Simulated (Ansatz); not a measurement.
A trial cell of Si₂C, before relaxation:

```
Si C
1.0
     2.81560    0.00000    0.00000
    -1.40780    2.43838    0.00000
     0.00000    0.00000   12.58650
Si C
4 2
Direct
  0.33333 0.66667 0.66667
  0.33333 0.66667 0.33333
  0.66667 0.33333 0.66667
  0.66667 0.33333 0.33333
  0.33333 0.66667 0.00000
  0.66667 0.33333 0.00000
```

Theory: Ansatz 0.2.0, DFT PBE, scalar-relativistic, plane waves, PAW. Cutoff 420 eV, Gaussian smearing, Γ-centred meshes. Cell and atoms relax first on a coarse mesh and then on a finer one. In between, the cell is made exact in the group found at 0.06 Å. In metals the finer mesh still leaves noise of several meV/atom or more. The steps can't lower the symmetry of their start. No spin polarisation in the relaxation; trial moments died out in a coarse test.

A guess keeps its type if space group and coordination stay and the shape of the cell changes little (axis ratios within about 15 %, angles within 6°); the volume may change.

Problem. Will the relaxed cell still be of the starting type?

Solution. It doesn't keep its type. The symmetry stays P6/mmm (No. 191). The volume per atom grows by 17.4 %, from 14.4 to 16.9 Å³. The shortest distance goes from 1.63 Å (C–C and Si–Si) to 1.90 Å (Si–C). The ratio c/a of the conventional cell changes by a factor of 0.40. Counting neighbours within 15 % of an atom's shortest distance, the start has C 3, Si 3 and the end C 2, Si 1. In detail, at the end Si is surrounded by 1 C at 1.90 Å and 3 Si at 2.33 Å; around C lie 2 Si at 1.90 Å and 3 C at 2.33 Å.

```xyz
6
Lattice="4.0372 0.0000 0.0000 -2.0186 3.4963 0.0000 0.0000 0.0000 7.1862" Properties=species:S:1:pos:R:3 pbc="T T T"
Si    0.0000    2.3309    5.2828
Si    0.0000    2.3309    1.9035
Si    2.0186    1.1654    5.2828
Si    2.0186    1.1654    1.9035
C     0.0000    2.3309    0.0000
C     2.0186    1.1654    0.0000
```

The last run used a 12×12×6 mesh (in the run's order of axes) for its 6-atom cell and Gaussian smearing of 0.10 eV. No dispersion correction is applied, so the spacing and binding between layers, chains or molecules are poorly described. A structure relaxed within its symmetry needn't be a true minimum. Another cell of Si2C relaxed alike, in P-3m1, lies 0.93 eV/atom lower, so this cell isn't the stable form at this level.
